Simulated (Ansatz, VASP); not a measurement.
One calculation of Ta3N, two programs

Contents of INCAR:

```
SYSTEM = Ta3N
PREC = Accurate
ENCUT = 520
EDIFF = 1E-7
ISMEAR = -1
SIGMA = 0.05
LREAL = .False.
LASPH = .True.
NELM = 80
ALGO = Normal
ISIF = 2
LWAVE = .False.
LCHARG = .False.
GGA = PE
NBANDS = 27
```

Contents of KPOINTS:

```
Automatic mesh
0
Gamma
  10 10 4
  0 0 0
```

POSCAR

```
Ta3N
1.0
    2.9912429644      0.0000000000      0.0000000000
   -1.4956214823      2.5904923961      0.0000000000
    0.0000000000      0.0000000000      7.4224470073
Ta N
3 1
Direct
    0.6666666667      0.3333333333      0.8260700000
    0.3333333333      0.6666666667      0.1739300000
    0.0000000000      0.0000000000      0.5000000000
    0.0000000000      0.0000000000      0.0000000000
```

File input.yaml:

```yaml
crystal:
  lattice:
    - [2.9912429644, 0.0, 0.0]
    - [-1.4956214823, 2.5904923961, 0.0]
    - [0.0, 0.0, 7.4224470073]
  atoms:
    - { symbol: Ta, position: [0.6666666667, 0.3333333333, 0.82607] }
    - { symbol: Ta, position: [0.3333333333, 0.6666666667, 0.17393] }
    - { symbol: Ta, position: [0.0, 0.0, 0.5] }
    - { symbol: "N", position: [0.0, 0.0, 0.0] }
hamiltonian:
  xc: pbe
  pseudopotentials: { kind: paw }
kpoints:
  mp_grid: { grid: [10, 10, 4] }
scf:
  occupations: { method: fermi_dirac, width: 0.05 }
output:
  forces: true
  stress: true
  eigenvalues: true
```

Change from the starting cell: volume scaled by 0.96.

Alike in both runs: task single point; functional PBE; k mesh 10 × 10 × 4; occupations fermi-dirac, width 0.05 eV; no spin polarisation.

|  | VASP | Ansatz |
| --- | --- | --- |
| version | VASP 6.6.1 | Ansatz 0.2.0 |
| potentials or method | VASP PAW PBE potentials, release 64 (Ta_pv, N) | Ansatz PAW |
| plane-wave cutoff (eV) | 520 | 420 |
| valence electrons in the cell | 38 | 44 |

Ansatz gave:

| Property | Result |
| --- | --- |
| gap on the k mesh at the Fermi level (eV) | none |
| pressure (GPa) | 10.1 |
| largest component of the traceless stress (GPa) | 0.90 |
| rms of the force components (eV/Å) | 0.054 |

Task: Estimate VASP's values.

Result: gap on the k mesh at the Fermi level (eV): none; pressure (GPa): 10.5; largest component of the traceless stress (GPa): 0.92; rms of the force components (eV/Å): 0.077.

Atom by atom the forces differ by 0.023 eV/Å (rms over components). A gap of «none» marks a metal or a gap that the smearing closes. With one functional, cell and mesh, what is left measures potentials, basis and numerics. The two sets of potentials don't hold the same shells in valence.

Spin-orbit coupling is left out, which matters for the levels of Ta.
